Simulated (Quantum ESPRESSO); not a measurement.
# Easy axis of MnO2 with Quantum ESPRESSO

Which axis do the moments of MnO2 prefer, and by how much?

Program: Quantum ESPRESSO 7.5. Level of theory: PBE; plane waves with PseudoDojo 0.4.1 SR PBE standard potentials, then spin–orbit coupling on the fully relativistic files of the same set. Results are calculated unless marked as measured.

### 1. Starting point

It takes space group P-3m1 (No. 164, trigonal). Conventional cell: a = 2.857 Å, b = 2.857 Å, c = 4.601 Å, α = 90.00°, β = 90.00°, γ = 120.00°. Nearest to Mn lie 6 O at 1.90 Å. Nearest to O lie 3 Mn at 1.90 Å. Farther neighbours and most contacts between anions are not listed.

The cell comes from Materials Project 2023-11-01, a database of computed structures, and need not be the stable phase.

### 2. Collinear run on scalar-relativistic files

The input, pw.in:

```
&CONTROL
  calculation = 'scf'
  prefix = 'pwscf'
  outdir = './tmp'
  pseudo_dir = './pseudo'
  disk_io = 'low'
/
&SYSTEM
  ibrav = 0
  celldm(1) = 8
  nat = 3
  ntyp = 2
  ecutwfc = 96
  nbnd = 23
  occupations = 'smearing'
  smearing = 'fd'
  degauss = 0.00367493
  nspin = 2
  starting_magnetization(1) = 0.3
  starting_magnetization(2) = 0
/
&ELECTRONS
  conv_thr = 6d-11
  electron_maxstep = 150
  mixing_beta = 0.3
/
ATOMIC_SPECIES
Mn     54.9380 Mn.upf
O      15.9990 O.upf
CELL_PARAMETERS alat
   0.6747688018172    0.0000000000000    0.0000000000000
  -0.3373844009086    0.5843669240732    0.0000000000000
   0.0000000000000    0.0000000000000    1.0869170960348
ATOMIC_POSITIONS crystal
Mn      0.0000000000    0.0000000000    0.5000000000
O       0.6666666700    0.3333333300    0.2937074300
O       0.3333333300    0.6666666700    0.7062925700
K_POINTS automatic
8 8 8 0 0 0
```

The run is started by

```console
OMP_NUM_THREADS=1 mpirun -n 4 pw.x -nk 4 -in pw.in > pw.out
```

The program printed:

```text
Program PWSCF v.7.5 starts

     Message from routine setup:
     using ibrav=0 with symmetry is DISCOURAGED, use correct ibrav instead

     K-points division:     npool     =       4
     Subspace diagonalization in iterative solution of the eigenvalue problem:

     G-vector sticks info
     --------------------
     sticks:   dense  smooth     PW     G-vecs:    dense   smooth      PW
     Sum         769     769    223                27835    27835    4403

     Using Slab Decomposition

     bravais-lattice index     =            0
     lattice parameter (alat)  =       8.0000  a.u.
     unit-cell volume          =     219.4356 (a.u.)^3
     number of atoms/cell      =            3
     number of atomic types    =            2
     number of electrons       =        27.00
     number of Kohn-Sham states=           23
     kinetic-energy cutoff     =      96.0000  Ry
     charge density cutoff     =     384.0000  Ry
     scf convergence threshold =      6.0E-11
     mixing beta               =       0.3000
     number of iterations used =            8  plain     mixing
     Exchange-correlation= PBE
                           (   1   4   3   4   0   0   0)

     celldm(1)=   8.000000  celldm(2)=   0.000000  celldm(3)=   0.000000
     celldm(4)=   0.000000  celldm(5)=   0.000000  celldm(6)=   0.000000

     crystal axes: (cart. coord. in units of alat)
               a(1) = (   0.674769   0.000000   0.000000 )
               a(2) = (  -0.337384   0.584367   0.000000 )
               a(3) = (   0.000000   0.000000   1.086917 )

     reciprocal axes: (cart. coord. in units 2 pi/alat)
               b(1) = (  1.481989  0.855627 -0.000000 )
               b(2) = (  0.000000  1.711254  0.000000 )
               b(3) = (  0.000000 -0.000000  0.920033 )

     PseudoPot. # 1 for Mn read from file:
     Mn.upf
     Pseudo is Norm-conserving + core correction, Zval = 15.0
     Generated using ONCVPSP code by D. R. Hamann
     Using radial grid of 1464 points,  6 beta functions with:
                l(1) =   0
                l(2) =   0
                l(3) =   1
                l(4) =   1
                l(5) =   2
                l(6) =   2

     PseudoPot. # 2 for O  read from file:
     O.upf
     Pseudo is Norm-conserving + core correction, Zval =  6.0
     Generated using ONCVPSP code by D. R. Hamann
     Using radial grid of  936 points,  5 beta functions with:
                l(1) =   0
                l(2) =   0
                l(3) =   1
                l(4) =   1
                l(5) =   2

     atomic species   valence    mass     pseudopotential
     Mn               15.00    54.93800     Mn( 1.00)
     O                 6.00    15.99900     O ( 1.00)

     Starting magnetic structure
     atomic species   magnetization
     Mn              0.300
     O               0.000

     12 Sym. Ops., with inversion, found

   Cartesian axes

     site n.     atom                  positions (alat units)
         1        Mn     tau(   1) = (   0.0000000   0.0000000   0.5434585  )
         2        O      tau(   2) = (   0.3373844   0.1947890   0.3192356  )
         3        O      tau(   3) = (  -0.0000000   0.3895780   0.7676815  )

     number of k points=    65  Fermi-Dirac smearing, width (Ry)=  0.0037
                       cart. coord. in units 2pi/alat
        k(    1) = (   0.0000000   0.0000000   0.0000000), wk =   0.0019531
        k(    2) = (   0.0000000   0.0000000   0.1150042), wk =   0.0039062
        k(    3) = (   0.0000000   0.0000000   0.2300083), wk =   0.0039062
        k(    4) = (   0.0000000   0.0000000   0.3450125), wk =   0.0039062
        k(    5) = (   0.0000000   0.0000000  -0.4600167), wk =   0.0019531
        [... 60 further k-points ...]

     Dense  grid:    27835 G-vectors     FFT dimensions: (  36,  36,  60)

     Generating pointlists ...
     new r_m :   0.1854 (alat units)  1.4833 (a.u.) for type    1
     new r_m :   0.1854 (alat units)  1.4833 (a.u.) for type    2

     Initial potential from superposition of free atoms

     starting charge      26.9995, renormalised to      27.0000
     Starting wfcs are   18 randomized atomic wfcs +    5 random wfcs

     Self-consistent Calculation

     iteration #  1     ecut=    96.00 Ry     beta= 0.30
     Davidson diagonalization with overlap
     ethr =  1.00E-02,  avg # of iterations =  5.8

     total energy              =    -283.72722090 Ry
     estimated scf accuracy    <       1.17099077 Ry

     total magnetization       =     3.00 Bohr mag/cell
     absolute magnetization    =     3.22 Bohr mag/cell

     iteration #  2     ecut=    96.00 Ry     beta= 0.30
     Davidson diagonalization with overlap
     ethr =  4.34E-03,  avg # of iterations =  1.5

     total energy              =    -283.89395026 Ry
     estimated scf accuracy    <       0.74117232 Ry

     total magnetization       =     2.97 Bohr mag/cell
     absolute magnetization    =     3.08 Bohr mag/cell

     iteration #  3     ecut=    96.00 Ry     beta= 0.30
     Davidson diagonalization with overlap
     ethr =  2.75E-03,  avg # of iterations =  1.1

     total energy              =    -284.01758352 Ry
     estimated scf accuracy    <       0.07946530 Ry

     total magnetization       =     3.00 Bohr mag/cell
     absolute magnetization    =     3.24 Bohr mag/cell

     [... further iterations left out ...]

     iteration # 11     ecut=    96.00 Ry     beta= 0.30
     Davidson diagonalization with overlap
     ethr =  5.14E-10,  avg # of iterations =  2.0

     total energy              =    -284.03324201 Ry
     estimated scf accuracy    <       0.00000003 Ry

     total magnetization       =     3.00 Bohr mag/cell
     absolute magnetization    =     3.06 Bohr mag/cell

     iteration # 12     ecut=    96.00 Ry     beta= 0.30
     Davidson diagonalization with overlap
     ethr =  1.22E-10,  avg # of iterations =  1.5

     total energy              =    -284.03324202 Ry
     estimated scf accuracy    <          4.2E-10 Ry

     total magnetization       =     3.00 Bohr mag/cell
     absolute magnetization    =     3.06 Bohr mag/cell

     iteration # 13     ecut=    96.00 Ry     beta= 0.30
     Davidson diagonalization with overlap
     ethr =  1.55E-12,  avg # of iterations =  2.0

     total energy              =    -284.03324202 Ry
     estimated scf accuracy    <          1.1E-10 Ry

     total magnetization       =     3.00 Bohr mag/cell
     absolute magnetization    =     3.06 Bohr mag/cell

     iteration # 14     ecut=    96.00 Ry     beta= 0.30
     Davidson diagonalization with overlap
     ethr =  4.10E-13,  avg # of iterations =  2.0

     Magnetic moment per site  (integrated on atomic sphere of radius R)
     atom   1 (R=0.185)  charge= 11.7334  magn=  2.5226
     atom   2 (R=0.185)  charge=  5.2561  magn=  0.0376
     atom   3 (R=0.185)  charge=  5.2561  magn=  0.0376

     End of self-consistent calculation

     Number of k-points >= 100: set verbosity='high' to print the bands.

     the Fermi energy is     8.4417 ev

!    total energy              =    -284.03324202 Ry
     estimated scf accuracy    <          1.1E-11 Ry
     smearing contrib. (-TS)   =      -0.00000014 Ry
     internal energy E=F+TS    =    -284.03324188 Ry

     The total energy is F=E-TS. E is the sum of the following terms:
     one-electron contribution =    -186.12531852 Ry
     hartree contribution      =     105.18214704 Ry
     xc contribution           =     -53.19031659 Ry
     ewald contribution        =    -149.89975381 Ry

     total magnetization       =     3.00 Bohr mag/cell
     absolute magnetization    =     3.06 Bohr mag/cell

     convergence has been achieved in  14 iterations

=------------------------------------------------------------------------------=
   JOB DONE.
=------------------------------------------------------------------------------=
```

Wall time 40 s (4 MPI ranks of Arm Neoverse V2, shared host); peak memory 0.49 GiB; 2.7 min of CPU time.

Spin moment in the atom's sphere by atom:

| atom | spin moment in the atom's sphere (μB) |
| --- | --- |
| Mn1 | 2.52 |
| O2 | 0.04 |
| O3 | 0.04 |

Read from the output:

| Item | Value |
| --- | --- |
| smearing term TS | 1.92e-6 eV |
| magnetization | 3 μB |
| absolute magnetization | 3.056 μB |
| final state | ferromagnetic |

### 3. One pass along [001] on 10×10×10

Each pass runs in a folder of its own that holds a copy of a collinear save from that input. The collinear spin density is turned to the axis, and its potential is diagonalised once with spin–orbit coupling on fully relativistic PseudoDojo files; the sums over occupied states, with the smearing term, are then compared.

The input, pass.in:

```
&CONTROL
  calculation = 'nscf'
  prefix = 'pwscf'
  outdir = './tmp'
  pseudo_dir = './pseudo_fr'
  disk_io = 'nowf'
/
&SYSTEM
  ibrav = 0
  celldm(1) = 8
  nat = 3
  ntyp = 2
  ecutwfc = 96
  nbnd = 42
  occupations = 'smearing'
  smearing = 'fd'
  degauss = 0.00367493
  noncolin = .true.
  lspinorb = .true.
  lforcet = .true.
  starting_magnetization(1) = 0.3
  angle1(1) = 0
  angle2(1) = 0
  starting_magnetization(2) = 0
  angle1(2) = 0
  angle2(2) = 0
/
&ELECTRONS
  conv_thr = 6d-11
  electron_maxstep = 150
  mixing_beta = 0.3
  startingpot = 'file'
  startingwfc = 'random'
  diago_thr_init = 1d-09
  diago_full_acc = .true.
/
ATOMIC_SPECIES
Mn     54.9380 Mn.upf
O      15.9990 O.upf
CELL_PARAMETERS alat
   0.6747688018172    0.0000000000000    0.0000000000000
  -0.3373844009086    0.5843669240732    0.0000000000000
   0.0000000000000    0.0000000000000    1.0869170960348
ATOMIC_POSITIONS crystal
Mn      0.0000000000    0.0000000000    0.5000000000
O       0.6666666700    0.3333333300    0.2937074300
O       0.3333333300    0.6666666700    0.7062925700
K_POINTS automatic
10 10 10 0 0 0
```

The run is started by

```console
OMP_NUM_THREADS=1 mpirun -n 4 pw.x -nk 4 -in pass.in > pass.out
```

The program printed:

```text
[banner, memory and clock lines left out]
Program PWSCF v.7.5 starts

     Fixed quantization axis for GGA:     0.000000    0.000000    1.000000
     Message from routine setup:
     using ibrav=0 with symmetry is DISCOURAGED, use correct ibrav instead

     bravais-lattice index     =            0
     lattice parameter (alat)  =       8.0000  a.u.
     unit-cell volume          =     219.4356 (a.u.)^3
     number of atoms/cell      =            3
     number of atomic types    =            2
     number of electrons       =        27.00
     number of Kohn-Sham states=           42
     kinetic-energy cutoff     =      96.0000  Ry
     charge density cutoff     =     384.0000  Ry
     Exchange-correlation= PBE
                           (   1   4   3   4   0   0   0)
     Noncollinear calculation with spin-orbit

     [... lines left out ...]
     PseudoPot. # 1 for Mn read from file:
     Mn.upf
     Pseudo is Norm-conserving + core correction, Zval = 15.0

     PseudoPot. # 2 for O  read from file:
     O.upf
     Pseudo is Norm-conserving + core correction, Zval =  6.0

     atomic species   valence    mass     pseudopotential
     Mn               15.00    54.93800     Mn( 1.00)
     O                 6.00    15.99900     O ( 1.00)

     12 Sym. Ops., with inversion, found

   Cartesian axes

     site n.     atom                  positions (alat units)
         1        Mn     tau(   1) = (   0.0000000   0.0000000   0.5434585  )
         2        O      tau(   2) = (   0.3373844   0.1947890   0.3192356  )
         3        O      tau(   3) = (  -0.0000000   0.3895780   0.7676815  )

     number of k points=   116  Fermi-Dirac smearing, width (Ry)=  0.0037

     Number of k-points >= 100: set verbosity='high' to print them.

     Dense  grid:    27835 G-vectors     FFT dimensions: (  36,  36,  60)

     Generating pointlists ...
     new r_m :   0.1854 (alat units)  1.4833 (a.u.) for type    1
     new r_m :   0.1854 (alat units)  1.4833 (a.u.) for type    2
     Message from routine read_rhog:
     some spin components not found

 -----------
Spin angles Theta, Phi (degree) =   0.0000  0.0000
 -----------

     The potential is recalculated from file :
     [... lines left out ...]
     Starting wfcs are random

     Band Structure Calculation
     Davidson diagonalization with overlap

     ethr =  1.00E-09,  avg # of iterations = 37.5

     End of band structure calculation

     Number of k-points >= 100: set verbosity='high' to print the bands.

     the Fermi energy is     8.4607 ev
     (compare with:     8.4417 eV, computed in scf)
```

The job ended after 1.7 min (4 MPI ranks; peak memory 0.39 GiB; 7 min of CPU time).

### 4. One pass along [100] on 10×10×10

pass.in: that of step 3 with these lines changed.

```diff
@@ -21,6 +21,6 @@
   starting_magnetization(1) = 0.3
-  angle1(1) = 0
+  angle1(1) = 90
   angle2(1) = 0
   starting_magnetization(2) = 0
-  angle1(2) = 0
+  angle1(2) = 90
   angle2(2) = 0
```

The program printed:

```text
     [... lines left out ...]
Program PWSCF v.7.5 starts
     [... lines left out ...]
     number of atoms/cell      =            3
     [... lines left out ...]
     number of electrons       =        27.00
     number of Kohn-Sham states=           42
     kinetic-energy cutoff     =      96.0000  Ry
     charge density cutoff     =     384.0000  Ry
     [... lines left out ...]
     Noncollinear calculation with spin-orbit
     [... lines left out ...]
      4 Sym. Ops., with inversion, found
     [... lines left out ...]
     number of k points=   282  Fermi-Dirac smearing, width (Ry)=  0.0037
     [... lines left out ...]
Spin angles Theta, Phi (degree) =  90.0000  0.0000
     [... lines left out ...]
     the Fermi energy is     8.4608 ev
     (compare with:     8.4417 eV, computed in scf)
```

Elapsed: 4.3 min, on 4 MPI ranks; peak memory 0.4 GiB.

### 5. The smearing term

The sum of energies times occupations is what pw.x prints as eband (for fewer than 100 k points). With Fermi–Dirac smearing the quantity to compare holds −TS as well, computed here from the energies and weights in the run's XML file (meV a cell, from the first axis, mesh 10×10×10):

| axis | plain sum | −TS | free energy |
| --- | --- | --- | --- |
| [001] | 0.0000 | 0.0000 | 0.0000 |
| [100] | 0.2935 | 0.0000 | 0.2935 |

### 6. Anisotropy

A pass yields neither state nor moment: for the force theorem these columns are the collinear run's. Anisotropy, by row:

| way | mesh | axis | state | energy less the first axis' (meV a primitive cell) | largest spin moment (μB) | CPU time (s) |
| --- | --- | --- | --- | --- | --- | --- |
| force theorem | 10x10x10 | [001] | ferromagnetic | 0 | 2.523 | 417 |
| force theorem | 10x10x10 | [100] | ferromagnetic | 0.2935 | 2.523 | 1022 |

### 7. Results

| Quantity | Value |
| --- | --- |
| state | ferromagnetic |
| largest spin moment | 2.52 μB |
| easy axis of those tried | [001] |
| energy along [100] less [001] (force theorem) | 0.293 meV a primitive cell, 1.4 MJ/m³ |

In words: On 10×10×10 the smearing term changes the differences by under a twentieth of the largest. The moments prefer [001] among the axes tried. One mesh cannot show that the size is converged. Shape anisotropy is not included. The moments were started parallel in the primitive cell; if the crystal orders otherwise, its anisotropy is another. No Hubbard term acts here. In such compounds local and semilocal functionals without one often delocalise the d electrons, and can shrink or lose moments and miss the size, sign and order of the couplings.

[Logs and program files are shortened in this print: banners, set-up blocks, solver, clock and traceback lines can be left out without a mark of their own.]

[Logs are printed without paths, hosts, clocks, repeated set-up lines and the standing remarks that a program may print on its own settings, such as how far it seeks lower states.]

[Hosts, paths, dates, database ids (printed as entryN), source tags and the programs' standing remarks are cut or masked in the printed files.]

[Where a cell is said to come from a database of computed structures, the database is the Materials Project.]
